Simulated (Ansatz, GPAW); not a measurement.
This is a calculation of W (Tungsten) for Ansatz 0.2.0. 

File input.yaml:

```yaml
crystal:
  lattice:
    - [-1.582345, 1.582345, 1.582345]
    - [1.582345, -1.582345, 1.582345]
    - [1.582345, 1.582345, -1.582345]
  atoms:
    - { symbol: W, position: [0.0, 0.0, 0.0] }
kpoints:
  mp_grid: { grid: [12, 12, 12] }
scf:
  occupations: { method: gaussian, width: 0.027 }
hamiltonian:
  xc: pbe
  pseudopotentials: { kind: all_electron, lapw: { basis_error: 0.001 } }
output:
  forces: true
  stress: true
  eigenvalues: true
```

Potentials or basis: all-electron LAPW, scalar-relativistic.

The run is started by

```console
$ ansatz run input.yaml --threads 1 --pin off --max-ram 3072MiB --backend cpu --events-out ev --progress --plain --runs-dir out
```

Task: What does the same run look like in GPAW 26.7.0 (ASE script)? Potentials or basis there: GPAW PAW data sets (gpaw-data 1.2.1), cutoff 600 eV.

Result: As run (cutoffs and basis follow the program's own potentials, and thresholds, step limits or extra output files can differ):

The input run.py:

```python
from ase.dft.bandgap import bandgap
from ase.io import read, write
from ase.units import GPa
from gpaw import GPAW, PW

atoms = read('POSCAR')

calc = GPAW(mode=PW(600),
            xc='PBE',
            kpts={'size': (12, 12, 12), 'gamma': True},
            occupations={'name': 'methfessel-paxton', 'order': 0, 'width': 0.027000000000000003},
            nbands=16,
            convergence={'density': 1e-05, 'energy': 1e-05},
            maxiter=150,
            txt='gpaw.txt')
atoms.calc = calc
energy = atoms.get_potential_energy()
forces = atoms.get_forces()
stress = atoms.get_stress()
calc.write('gs.gpw')
write('result.traj', atoms)
print(f'Energy: {energy:.6f} eV')
print('Forces (eV/A):')
print(forces.round(4))
print('Stress (GPa):', (stress / GPa).round(3))
print('Fermi level:', round(calc.get_fermi_level(), 4), 'eV')
print(f'Gap: {bandgap(calc)[0]:.4f} eV, direct: {bandgap(calc, direct=True)[0]:.4f} eV')
```

Contents of POSCAR:

```
W
1.0
   -1.5823450000      1.5823450000      1.5823450000
    1.5823450000     -1.5823450000      1.5823450000
    1.5823450000      1.5823450000     -1.5823450000
W
1
Direct
    0.0000000000      0.0000000000      0.0000000000
```

Potentials or basis: GPAW PAW data sets (gpaw-data 1.2.1), pw.

Run with:

```bash
$ OMP_NUM_THREADS=1 python run.py
```

Both were run:

|  | Ansatz | GPAW |
| --- | --- | --- |
| Pressure | 6.1 GPa | 5.8 GPa |

Where Ansatz's input types no cutoff or centring, it takes its own default and a Γ-centred mesh.

Pressure is positive in compression.
